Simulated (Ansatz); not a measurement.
H2O on a (111) slab of Pb (Fm-3m (No. 225)), 3 planes, outer planes Pb (top) and Pb (bottom), 1 a cell of 42.6 Å², relaxed and still whole (its atoms last):

```
Pb O H
1.0
     7.01418    0.00000    0.00000
    -3.50709    6.07446    0.00000
     0.00000    0.00000   24.47865
Pb O H
12 1 2
Direct
  0.33333 0.16667 0.32682
  0.33333 0.66667 0.32682
  0.83333 0.16667 0.32682
  0.83333 0.66667 0.32682
  0.67929 0.33873 0.44311
  0.65918 0.82937 0.44272
  0.16972 0.32298 0.44294
  0.16539 0.82969 0.44288
  0.00718 0.49913 0.55812
  0.99675 0.99687 0.55777
  0.49986 0.49611 0.55731
  0.49839 0.00579 0.57179
  0.55722 0.88492 0.68295
  0.47429 0.72550 0.67814
  0.70982 0.92138 0.67804
```

Computed with Ansatz 0.2.0, DFT PBE+D3(BJ), scalar-relativistic, plane waves, PAW. Cutoff 420 eV; k points 3×3×1 on the computed 15-atom cell (Γ-centred); Gaussian smearing, width 0.10 eV; no spin polarisation. A dipole correction removes the field between periodic images along c.

It binds with 0.24 eV a molecule against the clean slab and the free molecule (no zero-point or thermal terms); its shortest contact is O–Pb 2.94 Å. Take first-order desorption with no barrier to adsorption, no reaction on the face and an assumed prefactor of 10^13 s⁻¹.

Task: How long does a molecule stay at 473 K?

Result: τ = ν⁻¹·exp(E/k_BT) with k_BT = 0.0408 eV: E/k_BT = 5.9, so τ ≈ 4×10^-11 s. At about one hit a site a second (10⁻⁶ mbar) the coverage is near τ × 1 s⁻¹, so a layer needs more than atmospheric pressure.

Task: Where does its peak lie in a desorption experiment heated at 2 K/s?

Result: The peak obeys E/(k_B·T_p²) = (ν/β)·exp(−E/k_BT_p). Solving gives T_p ≈ 92 K (E/k_BT_p = 30.3). An error of 0.1 eV in E moves it by about 38 K, and larger molecules have larger prefactors, which lowers it.

Task: Is this physisorption or chemisorption?

Result: The tightest contact, O–Pb 2.94 Å, is 1.39 times the sum of covalent radii, and deformation and lateral interaction add up to 0.00 eV; about 0.02 e cross the plane between them. This is physisorption.

An atom lies near a switch of its D3 coefficient C6 between reference coordination numbers, so the dispersion energy changes steeply there and can make or shift the minimum.